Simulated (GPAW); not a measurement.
CuO:

```
CELL_PARAMETERS angstrom
3.17550 0.00000 0.00000
0.00000 3.17550 0.00000
0.00000 0.00000 4.64953
ATOMIC_POSITIONS crystal
Cu 0.00000 0.00000 0.00000
Cu 0.50000 0.50000 0.00000
O 0.50000 0.00000 0.26700
O 0.00000 0.50000 0.73300
```

The cell was built by a generator and needn't be a form met in nature.

Base run:

```yaml
Program: GPAW 26.7.0
Functional: PBE
Potentials_or_basis: PAW data sets generated in the run's folder for this functional
Cutoff: 800 eV
Basis: pw
k_mesh: 8 × 8 × 6
Occupations: fermi-dirac, width 0.05 eV
Spin: no spin polarisation
```

Its results: band gap on the k mesh none (metal or under the smearing width); pressure 18.6 GPa; largest force 0.664 eV/Å.

Problem. The run is repeated on the same cell with these changes: potentials or basis from PAW data sets generated in the run's folder for this functional to SG15 ONCV 1.2; cutoff from 800 eV to 1100 eV; valence electrons from 34 to 50. What comes out?

Solution. Band gap on the k mesh none (metal or under the smearing width); pressure 16.8 GPa; largest force 0.896 eV/Å.

Caveats: the run has no spin polarisation, though such a crystal can be magnetic; semilocal functionals often make such compounds metallic where correlation or magnetic order opens a gap, which also shifts bond lengths; with this Cu data set, volumes or pressures lay over 1.5 % or 2 GPa off other programs in two to four cells of ten (some runs).
